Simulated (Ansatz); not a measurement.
Crystal: SiO2.

```xyz
9
Lattice="5.0605 0.0000 0.0000 -2.5303 4.3825 0.0000 0.0000 0.0000 5.5414" Properties=species:S:1:pos:R:3 pbc="T T T"
Si    2.5303    0.0000    0.0000
Si    1.2651    2.1913    3.6942
Si   -1.2651    2.1913    1.8471
O    -0.9468    3.4683    0.9236
O     0.0000    1.8284    2.7707
O     1.5835    0.9142    4.6178
O     3.4770    0.9142    0.9236
O     2.5303    2.5541    2.7707
O     0.9468    3.4683    4.6178
```

The cell comes from a database or a generator and needn't be the stable form of this composition.

| Item | Value |
| --- | --- |
| Program | Ansatz 0.2.0 |
| Task | single point |
| Functional | PBE |
| Potentials or basis | all-electron LAPW, scalar-relativistic |
| Cutoff | 558 eV (chosen from the basis error) |
| Basis error allowed | 0.001 eV/atom |
| k mesh | 6 × 6 × 5 |
| Occupations | fermi-dirac, width 0.05 eV |
| Spin | no spin polarisation |

On this cell: pressure 5.0 GPa; largest force 0.250 eV/Å; band gap on the k mesh 5.72 eV, indirect (least direct gap 5.92 eV).

The same run follows on a disturbed copy (atoms moved at random, drawn with an rms of 0.05 Å):

```
Si O
1.0
     5.06052    0.00000    0.00000
    -2.53026    4.38254    0.00000
     0.00000    0.00000    5.54135
Si O
3 6
Cartesian
  2.5531 -0.0143 -0.0154
  1.2997 2.2036 3.6791
  -1.2532 2.1990 1.8642
  -0.9222 3.4164 0.9671
  -0.0036 1.8191 2.8015
  1.5779 0.9247 4.5866
  3.5100 0.9554 0.8769
  2.4414 2.5901 2.7595
  0.9581 3.4910 4.5935
```

Problem. What does the disturbed cell give?

Solution. The energy moves by +46.5 meV/atom; pressure 5.9 GPa; largest force 5.502 eV/Å; band gap on the k mesh 5.65 eV, indirect (least direct gap 5.85 eV).

Forces on the atoms (eV/Å):
```
Si  -1.108  0.771  0.748
Si  -3.122 -0.600  1.781
Si  -1.239 -1.423  1.486
O    1.107  3.149 -2.184
O   -0.627 -0.217 -0.001
O    0.613 -1.394  1.242
O   -0.438 -0.699  0.052
O    4.490  0.567 -3.128
O    0.324 -0.154  0.004
```

Stress tensor (GPa, compression positive):
```
 4.75  1.64 -2.86
 1.64  6.71 -2.30
-2.86 -2.30  6.23
```

Caveats: an odd mesh through Γ misses points on the zone boundary, where band edges often lie.
